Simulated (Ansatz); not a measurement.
# Al: the cost of one run

Method: DFT PBE+D3(BJ), scalar-relativistic, plane waves, PAW, in Ansatz 0.2.0.

3 further runs of the same task are left out: 3 set aside as unsound or not needed.

## (1) The starting structure

It takes space group P6_3/mmc (No. 194, hexagonal). The conventional cell has a = 2.815 Å, b = 2.815 Å, c = 9.242 Å, α = 90.00°, β = 90.00°, γ = 120.00°. Around Al (site symmetry -3m) lie 12 Al at 2.81 to 2.82 Å. Al (site symmetry -6m2) has 12 Al at 2.81 to 2.82 Å as nearest neighbours.

Coordinates:

```
CELL_PARAMETERS angstrom
2.81478 0.00000 0.00000
-1.40739 2.43767 0.00000
0.00000 0.00000 9.24180
ATOMIC_POSITIONS crystal
Al 0.00000 0.00000 0.00000
Al 0.33333 0.66667 0.25000
Al 0.00000 0.00000 0.50000
Al 0.66667 0.33333 0.75000
```

It goes back to an entry of the Materials Project, which need not be the stable form.

It is the result of an earlier relaxation at this level (volume 15.85 Å³/atom; gap on the mesh: none (metal)).

## (2) Reference cell for the strains

File input.yaml:

```yaml
crystal:
  lattice:
    - [2.8147782369, 0.0, 0.0]
    - [-1.4073891184, 2.4376694591, 0.0]
    - [0.0, 0.0, 9.2417962387]
  atoms:
    - { symbol: Al, position: [0.0, 0.0, 0.0] }
    - { symbol: Al, position: [0.3333333333, 0.6666666667, 0.25] }
    - { symbol: Al, position: [0.0, 0.0, 0.5] }
    - { symbol: Al, position: [0.6666666667, 0.3333333333, 0.75] }
basis:
  ecutwfc: 420
kpoints:
  mp_grid: { grid: [24, 24, 6] }
hamiltonian:
  xc: pbe
  dispersion: d3bj
scf:
  occupations: { method: gaussian, width: 0.1 }
output:
  forces: true
  stress: true
  eigenvalues: true
```

Launch:

```
> ansatz run input.yaml --threads 1 --pin off --max-ram 2560MiB --backend cpu --events-out ev --progress --plain --runs-dir out
```

Q: Estimate wall time and peak memory on 1 thread of Intel Xeon 6975P-C (Granite Rapids), shared host.

About 5.7 s, with a peak of 0.52 GiB.
